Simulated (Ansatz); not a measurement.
**Calculated quadrupolar parameters for VO2 under strain**

The cell is an entry of the Crystallography Open Database (COD), relaxed with PBE at fixed cell and then changed (z compressed by 1 %, ions relaxed).

```
V O
1.0
     4.55460    0.00000    0.00000
     0.00000    4.55460    0.00000
     0.00000    0.00000    2.82427
V O
2 4
Direct
  0.00000 0.00000 0.00000
  0.50000 0.50000 0.50000
  0.29925 0.29925 0.00000
  0.20075 0.79925 0.50000
  0.70075 0.70075 0.00000
  0.79925 0.20075 0.50000
```

Atom numbers follow the list; atoms alike are taken as one site, whose name carries the number of the first.

Computed with Ansatz: DFT, PBE, plane waves and PAW, scalar-relativistic, collinear spin, 420 eV cutoff, Γ-centred 10×10×16 k-points, Fermi–Dirac smearing 0.05 eV. Start moments as typed (μB): 1 on each V, none on the rest.

C_Q = eQV_zz/h, which is 24.18 MHz for Q = 1 b and V_zz = 10²¹ V/m²; η = (V_xx − V_yy)/V_zz. ν_Q = 3|C_Q|/[2I(2I − 1)].

⁵¹V: I = 7/2, Q = -52.00 mb; ¹⁷O: I = 5/2, Q = -25.58 mb. Q values from Pyykkö, Mol. Phys. 116, 1328 (2018).

```
site  atoms (order as listed)         first shell  C_Q (MHz)     η  ν_Q (MHz)
   V                     1, 2  6 O at 1.91–1.93 Å       1.37  0.12      0.098
   O               3, 4, 5, 6  3 V at 1.91–1.93 Å       1.78  0.95      0.267
```

The run finds no gap above 0.1 eV (a metal, or nearly one), so the gradients can move by 10 % or more with the k-mesh. Semilocal functionals can leave a metal where correlation in the d or f shell opens a gap in the real compound, and that would change the values at and beside V. All moments are parallel here, as the start or the cell imposes; many such compounds order antiparallel, where fields and spin densities carried over to other atoms largely cancel. The magnetic order is the one that the run reached from its start moments, not necessarily the measured one. Where η is near 1 the sign of V_zz means little.

The relaxation (3 steps) took 65 s of wall time (65 s of CPU time) and 0.91 GiB at its peak, on 1 thread of Intel Xeon 6975P-C (Granite Rapids) (x86_64; 16 cores open to the job, memory cap 3.0 GiB, no GPU), a shared host with a load of 0.5 a core.
